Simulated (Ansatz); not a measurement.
Input and command of a plane-wave DFT calculation in Ansatz:

```yaml
crystal:
  lattice:
    - [4.5248162657, -0.1693143114, 0.2047868652]
    - [-0.1693143114, 4.4176162694, 0.2449098038]
    - [0.2047868652, 0.2449098038, 4.1550158308]
  atoms:
    - { symbol: Al, position: [0.4782560876, 0.5472711699, 0.0296903479] }
    - { symbol: Al, position: [0.479834367, -0.0288990036, 0.5446302184] }
    - { symbol: Al, position: [0.0191487591, 0.5291024833, 0.5050507795] }
    - { symbol: Ga, position: [0.033924502, -0.014945934, 0.0196423678] }
    - { symbol: "N", position: [0.785648762, 0.7448659863, 0.2073908838] }
    - { symbol: "N", position: [0.7369212222, 0.2288990974, 0.7416239668] }
    - { symbol: "N", position: [0.2639758377, 0.7462019513, 0.7299605749] }
    - { symbol: "N", position: [0.2022904623, 0.2475042495, 0.2220108608] }
basis:
  ecutwfc: 420
kpoints:
  mp_grid: { grid: [6, 6, 6] }
hamiltonian:
  xc: pbesol
scf:
  occupations: { method: gaussian, width: 0.05 }
output:
  forces: true
  stress: true
  eigenvalues: true
  write_density: true
  write_potential: true
  elf: true
  volumetric_format: npy
```

```bash
ansatz run input.yaml --threads 2 --pin off --max-ram 5120MiB --backend cpu --events-out ev --progress --plain --runs-dir out
```

Processor: Arm Neoverse V2, 2 threads, on a host shared with other jobs.

Q: How long does it run, and how much memory does it take?

A: About 17 s on 2 threads of Arm Neoverse V2, on a shared host, peak memory 0.48 GiB. It solves 29 bands at 112 k points (the mesh reduced by symmetry) with about 1607 plane waves, in 9 SCF iterations.
